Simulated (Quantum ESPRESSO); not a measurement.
Rh, 1 atom in the cell. The structure is cubic, space group Fm-3m (No. 225). The conventional cell has a = 3.796 Å, b = 3.796 Å, c = 3.796 Å, α = 90.00°, β = 90.00°, γ = 90.00°. Rh (site symmetry m-3m) has 12 Rh at 2.68 Å as nearest neighbours. 

- Program: Quantum ESPRESSO 7.5
- Task: phonons
- Functional: LDA
- Potentials or basis: JTH 2.0 LDA
- Cutoff: 490 eV
- Density cutoff: 2939 eV
- k mesh: 12 × 12 × 12
- Occupations: gaussian, width 0.136 eV
- Spin: no spin polarisation
- Form of the LDA correlation: PW92
- Mixing beta: 0.5
- Most SCF iterations: 120
- SCF threshold: 2e-10 Ry

Potentials or basis: JTH 2.0 LDA.

The run is started by

```sh
$ OMP_NUM_THREADS=1 pw.x -in pw.in > pw.out
$ OMP_NUM_THREADS=1 pw.x -in relax.in > relax.out
$ OMP_NUM_THREADS=1 pw.x -in scf2.in > scf2.out
$ OMP_NUM_THREADS=1 ph.x -in ph.in > ph.out
```

Hardware: 1 thread of Arm Neoverse V1, with other jobs on the host.

Task: How long does it take, and how much memory?

Result: Run time: 6.2 min on 1 thread of Arm Neoverse V1, with other jobs on the host, peak memory 0.09 GiB. Counts: scf iterations 82, k pools 1, bands 15, ion steps 5, k points 72, g dense 4957.
